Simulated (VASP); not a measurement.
# Ce (Fm-3m) in VASP: further runs

Runs on Ce. Level: PBEsol. Tasks: single point, relaxation of cell and atoms.

All numbers are computed with VASP 6.6.1; they aren't measurements. Logs are shortened: lines on timing, memory, paths and dates and some standing lists are left out, and cuts for length are marked.

## (1) Starting point

It takes space group Fm-3m (No. 225, cubic). The conventional cell has a = 4.572 Å, b = 4.572 Å, c = 4.572 Å, α = 90.00°, β = 90.00°, γ = 90.00°. Ce (site symmetry m-3m) is surrounded by 12 Ce at 3.23 Å.

## (2) Single point, PBEsol, collinear spin, typed start

INCAR

```
PREC = Accurate
ENCUT = 520
EDIFF = 1E-6
ISMEAR = 1
SIGMA = 0.1
LREAL = False
LASPH = True
NELM = 150
ALGO = Normal
ISIF = 2
LWAVE = False
LCHARG = True
ISPIN = 2
MAGMOM = 1
LORBIT = 11
LMAXMIX = 6
GGA = PS
LELF = True
LVHAR = True
NBANDS = 16
```

KPOINTS

```
Automatic mesh
0
Gamma
  8 8 8
```

POSCAR

```
Ce
1.0
    0.0000000000      2.2860759384      2.2860759384
    2.2860759384      0.0000000000      2.2860759384
    2.2860759384      2.2860759384      0.0000000000
Ce
1
Direct
    0.0000000000      0.0000000000      0.0000000000
```

Potentials or basis: VASP PAW PBE potentials, release 64 (Ce).

Launch:

```bash
cat potpaw_PBE.64/Ce/POTCAR > POTCAR
mpirun -np 1 vasp_std > vasp.out
```

OUTCAR:

```text
PREC = Accurate
   ENCUT = 520
   EDIFF = 1E-6
   ISMEAR = 1
   LREAL = False
   LASPH = True
   NELM = 150
   ISIF = 2
   ISPIN = 2
   LORBIT = 11
   GGA = PS

 ion  position               nearest neighbor table
   1  0.000  0.000  0.000-

  LATTYP: Found a face centered cubic cell.
 ALAT       =     4.5721518768

  Lattice vectors:

 A1 = (   0.0000000000,   2.2860759384,   2.2860759384)
 A2 = (   2.2860759384,   0.0000000000,   2.2860759384)
 A3 = (   2.2860759384,   2.2860759384,   0.0000000000)

Analysis of symmetry for initial positions (statically):
=====================================================================
 Subroutine PRICEL returns:
 Original cell was already a primitive cell.

 Routine SETGRP: Setting up the symmetry group for a
 face centered cubic supercell.

 Subroutine GETGRP returns: Found 48 space group operations
 (whereof 48 operations were pure point group operations)
 out of a pool of 48 trial point group operations.

The static configuration has the point symmetry O_h .

Analysis of symmetry for dynamics (positions and initial velocities):
=====================================================================
 Subroutine PRICEL returns:
 Original cell was already a primitive cell.

 Routine SETGRP: Setting up the symmetry group for a
 face centered cubic supercell.

 Subroutine GETGRP returns: Found 48 space group operations
 (whereof 48 operations were pure point group operations)
 out of a pool of 48 trial point group operations.

The dynamic configuration has the point symmetry O_h .

Analysis of structural, dynamic, and magnetic symmetry:
=====================================================================
 Subroutine PRICEL returns:
 Original cell was already a primitive cell.

 Routine SETGRP: Setting up the symmetry group for a
 face centered cubic supercell.

 Subroutine GETGRP returns: Found 48 space group operations
 (whereof 48 operations were pure point group operations)
 out of a pool of 48 trial point group operations.

The overall configuration has the point symmetry O_h .

 Subroutine INISYM returns: Found 48 space group operations
 (whereof 48 operations are pure point group operations),
 and found     1 'primitive' translations

----------------------------------------------------------------------------------------

                                     Primitive cell

  volume of cell :      23.8947

[... 102 lines left out ...]
   EFERMI_NEDOS =   21; number of points for ismear=-14 and -15
   IALGO  =     38    algorithm
   IMIX   =      4    mixing-type and parameters
     AMIX     =   0.40;   BMIX     =  1.00
     AMIX_MAG =   1.60;   BMIX_MAG =  1.00
  volume/ion in A,a.u.               =      23.89       161.25
  Fermi-wavevector in a.u.,A,eV,Ry     =   1.301272  2.459047 23.038849  1.693308
  Thomas-Fermi vector in A             =   2.432416
   LORBIT       =     11    0 simple, 1 ext, 2 COOP (PROOUT), +10 PAW based schemes
   GGA     = PS    functional components
   LHFCALC =     F    Hartree Fock is set to
   AEXX    =    0.0000 exact exchange contribution
   IVDW    =     0    specifies the selected vdW correction
   LEPSILON=     F    determine dielectric tensor
   LRPA    =     F    only Hartree local field effects (RPA)
 spin polarized calculation
 Methfessel and Paxton  Order N= 1 SIGMA  =   0.10
  energy-cutoff  :      520.00
  volume of cell :       23.89
 maximum number of plane-waves:       660
   NGX = 13   NGY = 13   NGZ = 13

 number of electron      12.0000000 magnetization       0.0027770

 Free energy of the ion-electron system (eV)
  ---------------------------------------------------
  ext. energy  EPLUGINS =         0.00000000
  ---------------------------------------------------
  free energy    TOTEN  =        -6.58870011 eV

  energy without entropy =       -6.58633744  energy(sigma->0) =       -6.58791255

 E-fermi :  10.5408     XC(G=0): -11.9363

 val. band max:       10.5285193170   @ k =   0.3750   0.2500   0.1250
 cond. band min:      10.5430315468   @ k =   0.2500   0.1250   0.0000
 fundamental gap:      0.0145122297
 Fermi energy:        10.5408183646

 spin component 1

 k-point     1 :       0.0000    0.0000    0.0000
  band No.  band energies     occupation
      1     -24.4465      1.00000
      2      -5.0603      1.00000
      3      -5.0603      1.00000
      4      -5.0603      1.00000
      5       7.8742      1.00000
      6      10.1744      1.00000
[... 435 lines left out ...]
      5       9.3783      1.00000
      6       9.6871      1.00000
[... 8 lines left out ...]
     15      14.1350      0.00000
     16      18.6114      0.00000

 [... further k-points ...]

 spin component 2

 k-point     1 :       0.0000    0.0000    0.0000
  band No.  band energies     occupation
      1     -24.4453      1.00000
      2      -5.0592      1.00000
      3      -5.0592      1.00000
      4      -5.0592      1.00000
      5       7.8752      1.00000
      6      10.1757      1.00000
[... 435 lines left out ...]
      5       9.3792      1.00000
      6       9.6883      1.00000
[... 8 lines left out ...]
     15      14.1359      0.00000
     16      18.6123      0.00000

 [... further k-points ...]

------------------------ aborting loop because EDIFF is reached ----------------------------------------

  FORCE on cell =-STRESS in cart. coord.  units (eV):
  Direction    XX          YY          ZZ          XY          YZ          ZX
  --------------------------------------------------------------------------------------
  -------------------------------------------------------------------------------------
  Total       -0.0052385     -0.0052385     -0.0052385     -0.0000000     -0.0000000     -0.0000000
  in kB       -0.3512471     -0.3512471     -0.3512471     -0.0000000     -0.0000000     -0.0000000
  external PRESSURE =      -0.3512471 kB  Pullay stress =       0.0000000 kB

 VOLUME and BASIS-vectors are now :
 -----------------------------------------------------------------------------
  energy-cutoff  :      520.00
  volume of cell :       23.89
      direct lattice vectors                 reciprocal lattice vectors
     0.000000000  2.286075938  2.286075938    -0.218715394  0.218715394  0.218715394
     2.286075938  0.000000000  2.286075938     0.218715394 -0.218715394  0.218715394
     2.286075938  2.286075938  0.000000000     0.218715394  0.218715394 -0.218715394

 POSITION                                       TOTAL-FORCE (eV/Angst)
 -----------------------------------------------------------------------------------
      0.00000      0.00000      0.00000         0.000000      0.000000      0.000000
 -----------------------------------------------------------------------------------
    total drift:                               -0.000000     -0.000000     -0.000000

  FREE ENERGIE OF THE ION-ELECTRON SYSTEM (eV)
  ---------------------------------------------------
  free  energy   TOTEN  =        -6.5887001062 eV

  energy  without entropy=       -6.5863374404  energy(sigma->0) =       -6.58791255

 total charge

# of ion       s       p       d       f       tot
--------------------------------------------------
    1        2.075   5.531   1.383   1.060  10.049

 magnetization (x)

# of ion       s       p       d       f       tot
--------------------------------------------------
    1        0.000   0.000   0.000   0.002   0.002
```

OSZICAR:

```text
N       E                     dE             d eps       ncg     rms          rms(c)
DAV:   1     0.813346404075E+02    0.81335E+02   -0.47605E+03  1944   0.938E+02
DAV:   2    -0.172919633922E+01   -0.83064E+02   -0.69241E+02  2424   0.159E+02
DAV:   3    -0.704330867722E+01   -0.53141E+01   -0.52107E+01  2032   0.527E+01
DAV:   4    -0.720973329598E+01   -0.16642E+00   -0.16608E+00  3248   0.680E+00
DAV:   5    -0.721188286380E+01   -0.21496E-02   -0.21494E-02  2184   0.772E-01    0.134E+01
DAV:   6    -0.690761839608E+01    0.30426E+00   -0.38742E+00  1968   0.165E+01    0.464E+00
DAV:   7    -0.666377388227E+01    0.24384E+00   -0.13796E+00  1856   0.129E+01    0.504E+00
DAV:   8    -0.658866423408E+01    0.75110E-01   -0.26911E-01  2304   0.490E+00    0.971E-01
DAV:   9    -0.659118356321E+01   -0.25193E-02   -0.24762E-02  2736   0.813E-01    0.637E-01
DAV:  10    -0.658977207261E+01    0.14115E-02   -0.17951E-03  2552   0.384E-01    0.437E-01
DAV:  11    -0.658872384586E+01    0.10482E-02   -0.32293E-03  1872   0.622E-01    0.852E-02
DAV:  12    -0.658869981684E+01    0.24029E-04   -0.22139E-04  2496   0.145E-01    0.228E-02
DAV:  13    -0.658870049881E+01   -0.68197E-06   -0.10203E-05  2728   0.168E-02    0.119E-02
DAV:  14    -0.658870010623E+01    0.39258E-06   -0.39501E-07  1288   0.435E-03
   1 F= -.65887001E+01 E0= -.65879126E+01  d E =-.236267E-02  mag=     0.0020
```

stdout:

```text
POSCAR found type information on POSCAR Ce
 POSCAR found :  1 types and       1 ions
 scaLAPACK will be used
 -----------------------------------------------------------------------------
|                                                                             |
|                                                                             |
|     You enforced a specific xc type in the INCAR file but a different       |
|     I HOPE YOU KNOW WHAT YOU ARE DOING!                                     |
|                                                                             |
 -----------------------------------------------------------------------------

 LDA part: xc-table for (Slater+PW92), standard interpolation
 POSCAR, INCAR and KPOINTS ok, starting setup
 FFT: planning ... GRIDC
 FFT: planning ... GRID_SOFT
 FFT: planning ... GRID
 WAVECAR not read
 entering main loop
```

It took 14 s on 1 thread of AMD EPYC 9R45 (Zen 5), shared host; peak memory 0.14 GiB.

What came out:

- Free energy: -6.5887 eV
- Pressure: 0.0 GPa
- Band gap on the k mesh: none (metal or under the smearing width)
- Net moment: 0.00 μB per cell
- Valence electrons inside the program's atomic spheres: Ce 10.05

Caveat: the magnetic or orbital state may not be the lowest; the PAW data sets were made with another functional, which shifts forces and pressure a little; spin-orbit coupling is left out, which moves the levels of the heavy elements. The state reached can hang on the start; a lower one may exist.

## (3) Relaxation of cell and atoms, PBEsol, collinear spin, typed start

This run uses another cell than the first one, of 34.37 Å³/atom, 1.438 times its volume.

INCAR

```
SYSTEM = Ce
  PREC = Accurate
  ENCUT = 600
  EDIFF = 1E-6
  ISMEAR = 1
  SIGMA = 0.1
  LREAL = .FALSE.
  LASPH = .TRUE.
  NELM = 150
  ALGO = Normal
  ISIF = 8
  LWAVE = .FALSE.
  LCHARG = .FALSE.
  ISPIN = 2
  MAGMOM = 1
  LORBIT = 11
  LMAXMIX = 6
  GGA = PS
  IBRION = 2
  NSW = 80
  EDIFFG = -0.01
```

KPOINTS

```
Automatic mesh
0
G
  8 8 8
  0 0 0
```

POSCAR

```
Ce
1.0
    0.0000000000      2.5806000000      2.5806000000
    2.5806000000      0.0000000000      2.5806000000
    2.5806000000      2.5806000000      0.0000000000
Ce
1
Direct
    0.0000000000      0.0000000000      0.0000000000
```

Potentials or basis: VASP PAW PBE potentials, release 64 (Ce).

Launch:

```bash
cat potpaw_PBE.64/Ce/POTCAR > POTCAR
mpirun -np 1 vasp_std > vasp.out
```

Wall time 82 s (1 thread of AMD EPYC 9R45 (Zen 5), shared host); peak memory 0.2 GiB.

The run converged. Its results:

| Property | Result |
| --- | --- |
| Free energy | -6.5906 eV |
| Relaxed volume | 23.87 Å³/atom |
| Relaxed cell | a = 3.232 Å, b = 3.232 Å, c = 3.232 Å, α = 60.00°, β = 60.00°, γ = 60.00° |
| Space group after relaxing (to 0.05 Å) | Fm-3m (No. 225) |
| Energy gained by relaxing | 365.8 meV/atom |
| Ionic steps | 4 |
| Pressure after relaxing | 0.0 GPa |
| Band gap on the k mesh | none (metal or under the smearing width) |
| Net moment | 0.00 μB per cell |
| Valence electrons inside the program's atomic spheres | Ce 10.05 |

Step by step:
```csv
step,energy change (eV),largest force (eV/Å),pressure (GPa),volume (Å³)
1,0.0000,0.0000,-7.61,34.37
2,-0.3187,0.0000,-4.75,26.87
3,-0.3654,0.0000,-0.58,24.19
4,-0.3658,0.0000,0.03,23.87
```

Final structure:
```cif
data_structure
_symmetry_space_group_name_H-M 'P 1'
_symmetry_Int_Tables_number 1
_cell_length_a 3.2317
_cell_length_b 3.2317
_cell_length_c 3.2317
_cell_angle_alpha 60.000
_cell_angle_beta 60.000
_cell_angle_gamma 60.000
_cell_volume 23.87
loop_
_atom_site_label
_atom_site_type_symbol
_atom_site_fract_x
_atom_site_fract_y
_atom_site_fract_z
_atom_site_occupancy
Ce1 Ce 0.00000 0.00000 0.00000 1
```

Levels at points of the mesh, in eV from the Fermi level:
Spin up:
```tsv
k point	band 2	band 3	band 4	band 5	band 6	band 7	band 8	band 9	band 10	band 11
(0.00, 0.00, 0.00)	-15.60	-15.60	-15.60	-2.66	-0.37	0.37	0.37	0.37	1.27	1.27
(0.50, 0.00, 0.00)	-19.30	-16.07	-16.07	-2.32	-0.27	0.45	0.45	0.84	1.08	1.08
(0.50, 0.50, 0.00)	-19.02	-16.94	-16.94	-3.39	-2.73	0.50	0.66	0.66	0.78	0.96
```
Spin down:
| k point | band 4 | band 5 | band 6 | band 7 | band 8 | band 9 |
| --- | --- | --- | --- | --- | --- | --- |
| (0.00, 0.00, 0.00) | -15.60 | -2.66 | -0.37 | 0.37 | 0.37 | 0.37 |
| (0.50, 0.00, 0.00) | -16.07 | -2.32 | -0.27 | 0.45 | 0.45 | 0.84 |
| (0.50, 0.50, 0.00) | -16.94 | -3.39 | -2.73 | 0.50 | 0.66 | 0.66 |

Caveat: the magnetic or orbital state may not be the lowest; the electronic state changed during the relaxation; the volume moved by over 15 % at a fixed basis, so the end points are rough; the PAW data sets were made with another functional, which shifts forces and pressure a little; spin-orbit coupling is left out, which moves the levels of the heavy elements; the volume moved by -31 % from the deposited cell, more than functionals usually miss. The state reached can hang on the start; a lower one may exist.
